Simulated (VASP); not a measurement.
Input of a VASP 6.6.1 run:

Contents of INCAR:

```
  ALGO = Fast
  EDIFF = 1E-6
  ENCUT = 520
  GGA = BF
  ISIF = 2
  ISMEAR = 1
  LASPH = T
  LCHARG = T
  LELF = T
  LREAL = F
  LUSE_VDW = T
  LWAVE = F
  NELM = 80
  PREC = Accurate
  SIGMA = 0.1
  ZAB_VDW = -1.8867
```

File KPOINTS:

```
k-points
0
Monkhorst-Pack
  11 11 11
```

File POSCAR:

```
Mg
1.0
   -1.7043836497      1.7043836497      1.5590205893
    1.7043836497     -1.7043836497      1.5590205893
    1.7043836497      1.7043836497     -1.5590205893
Mg
1
Cartesian
    0.0000000000      0.0000000000      0.0000000000
```

Potentials or basis: VASP PAW PBE potentials, release 64 (Mg).

Run with:

```console
$ cat potpaw_PBE.64/Mg/POTCAR > POTCAR
$ mpirun -np 1 vasp_std > vasp.out
```

Q: Estimate the pressure.

A: 13.6 GPa.

Stress tensor (GPa, compression positive):
```
12.62  0.00  0.00
 0.00 12.62  0.00
 0.00  0.00 15.56
```

Caveat: the PAW data sets were made with another functional, which shifts forces and pressure a little.
